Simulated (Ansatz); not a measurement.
## Zone-centre phonons of InP at 9 GPa: input and output

These are results of Ansatz, DFT PBE, scalar-relativistic, plane waves, PAW, not measurements.

Launched with:
```bash
ansatz run input.yaml --threads 1 --pin off --max-ram 3072MiB --backend cpu --events-out ev --progress --plain --runs-dir out
```

Input (bare energies are in eV):
```yaml
crystal:
  lattice:
    - [0.0, 2.683389166, 2.683389166]
    - [2.683389166, 0.0, 2.683389166]
    - [2.683389166, 2.683389166, 0.0]
  atoms:
    - { symbol: In, position: [0.0, 0.0, 0.0] }
    - { symbol: P, position: [0.5, 0.5, 0.5] }
basis:
  ecutwfc: 420
kpoints:
  mp_grid: { grid: [14, 14, 14] }
hamiltonian:
  xc: pbe
scf:
  occupations: { method: fermi_dirac, width: 0.15 }
output:
  eigenvalues: true
phonons:
  method: dfpt
  eigenvectors: true
```

The end of the output:
```
--- Phonons (Γ-DFPT): 2 representative perturbations + reference, on 244 of 2744 k-points (Σ response iterations 6) ---
  k mesh reduced under 8 symmetry operations, with k and −k counted as one. Each operation leaves every solved perturbation unchanged. A smaller set is not used because it would not reduce the number of displacements ...
  ASR residual: 3.668e-5 → 0.000e0 eV/Å²; symmetrization residual: 6.487e-6 eV/Å²
  ASR residual per site (eV/Å²): 1.02e-5 3.67e-5
  Γ frequencies (cm⁻¹): 0.00 0.00 0.00 205.67 205.67 205.67
  non-analytic LO–TO correction: not included (Born effective charges unavailable; polar crystals: no LO–TO splitting at Γ)
```

It took 41 s on 1 thread of Arm Neoverse V1, with other jobs on the host, peak memory 0.68 GiB.

In a metal, frequencies and elastic constants depend on the k mesh and the smearing, soft modes and shear constants most. Other phases may be more stable at this pressure.

This rock-salt form isn't the usual stable structure of the compound at low pressure.